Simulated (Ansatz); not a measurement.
Runs of Ansatz 0.2.0 on SnTe. The structure is cubic, space group F-43m (No. 216). The conventional cell has a = 7.222 Å, b = 7.222 Å, c = 7.222 Å, α = 90.00°, β = 90.00°, γ = 90.00°. Te (site symmetry -43m) has 4 Sn at 3.13 Å as nearest neighbours. Sn (site symmetry -43m) is surrounded by 4 Te at 3.13 Å. Measurements of this composition are mostly on another form, of space group No. 225.

```tsv
task	level	spin	cell	k mesh	points for each segment of the path	mesh quality	gap on the mesh (eV)	pressure (GPa)
band structure	PBE0	off	as given	4 × 4 × 4	4	not flagged	0.96	-0.6
band structure	PBEsol0	off	as given	4 × 4 × 4	4	not flagged	0.90	(a)
single point	PBE0	SOC, no magnetisation	as given	3 × 3 × 3	-	coarse	1.56	-1.4
relaxation of cell and atoms	PBE0	off	relaxed	4 × 4 × 4	-	not flagged	(b)	0.0
```

Alike in all rows: potentials or basis Ansatz PAW; cutoff (eV) 420; smearing fermi-dirac 0.05 eV.

Question: Estimate the missing entries.

Answer: (a) -1.5; (b) 0.88.

Caveats: some runs use coarse meshes; the PAW data sets come from PBE, with cores solved anew for the run's functional, which leaves a small shift of forces and pressure; spin-orbit coupling is left out, which moves the levels of the heavy elements (some runs); the thresholds are loose for stress (some runs); odd divisions of the mesh miss points on the zone boundary, where band edges often lie, so the gap on the mesh can be too wide (some runs); the plane-wave basis is chosen anew once the cell has moved, so the energies of steps on either side of that aren't comparable (some runs).

A k mesh can miss the band edges, and rows without SOC leave out spin-orbit coupling on Sn, Te.
